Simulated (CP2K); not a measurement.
GaSb in CP2K: the effect of functional

Crystal: GaSb.

```xyz
2
Lattice="4.3261 0.0000 0.0000 2.1630 3.7465 0.0000 2.1630 1.2488 3.5322" Properties=species:S:1:pos:R:3 pbc="T T T"
Sb    6.4891    3.7465    2.6492
Ga    0.0000    0.0000    0.0000
```

Alike in all runs:

- Program: CP2K 2026.2
- Task: band structure
- Potentials or basis: POTENTIAL_UZH Sb GTH-PBE-q5, Ga GTH-PBE-q13; TZVP-MOLOPT-PBE-GTH basis
- Density cutoff: 9184 eV
- k mesh: 8 × 8 × 8
- Occupations: fermi-dirac, width 0.05 eV
- Spin: no spin polarisation

```tsv
functional	gap on the mesh (eV)	pressure (GPa)
PBE	?	?
LDA	none	0.6
PBEsol	none	1.3
RPBE	0.16	4.0
BLYP	none	5.6
M06-L	0.39	3.2
```

Problem. What does the run with functional PBE give?

Solution. gap on the mesh 0.08 eV; pressure 3.0 GPa.

Caveats: spin-orbit coupling is left out, which moves the levels of the heavy elements; the basis of atomic orbitals isn't converged, which shifts pressures, moduli and gaps; the potentials were made for another functional, which shifts forces and pressure (some runs).

A gap of «none» marks a metal or a gap under the smearing width.
